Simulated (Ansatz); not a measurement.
Runs of Ansatz 0.2.0 on AlN. It takes space group Fm-3m (No. 225, cubic). The conventional cell has a = 4.069 Å, b = 4.069 Å, c = 4.069 Å, α = 90.00°, β = 90.00°, γ = 90.00°. Al (site symmetry m-3m) is surrounded by 6 N at 2.03 Å. Around N (site symmetry m-3m) lie 6 Al at 2.03 Å. Measurements of this composition are mostly on another form, of space group No. 186.

```csv
task,level,cell,k mesh,smearing,atoms under strain,points for each segment of the path,gap on the mesh (eV),pressure (GPa),relaxed volume (Å³/atom)
elastic constants,PBEsol,as given,8 × 8 × 8,fixed,relaxed,-,4.38,(a),-
relaxation of cell and atoms,revPBE,relaxed,11 × 11 × 11,fermi-dirac 0.05 eV,-,-,(c),0.0,8.55
single point,PBE,as given,11 × 11 × 11,gaussian 0.026 eV,-,-,4.58,0.3,-
band structure,revPBE,as given,11 × 11 × 11,fermi-dirac 0.05 eV,-,14,4.67,3.8,-
single point,PBE,as given,11 × 11 × 11,gaussian 0.018 eV,-,-,4.58,0.3,-
relaxation of cell and atoms,RPBE,relaxed,11 × 11 × 11,fermi-dirac 0.05 eV,-,-,(b),0.0,8.59
single point,PBE,as given,11 × 11 × 11,gaussian 0.028 eV,-,-,4.58,0.3,-
single point,PBE,as given,11 × 11 × 11,gaussian 0.017 eV,-,-,4.58,0.3,-
```

Alike in all rows: potentials or basis Ansatz PAW; no spin polarisation; cutoff (eV) 420.

Q: Fill in the values left out.

A: (a) -4.5; (b) 4.51; (c) 4.53.

Caveats: odd divisions of the mesh miss points on the zone boundary, where band edges often lie, so the gap on the mesh can be too wide (some runs); the PAW data sets come from PBE, with cores solved anew for the run's functional, which leaves a small shift of forces and pressure (some runs); the plane-wave basis is chosen anew once the cell has moved, so the energies of steps on either side of that aren't comparable (some runs); the cell is more than 3 GPa from zero pressure, which shifts response properties (some runs); the k mesh misses the band edges, so the gap on the mesh is wider than the one along the path (some runs).
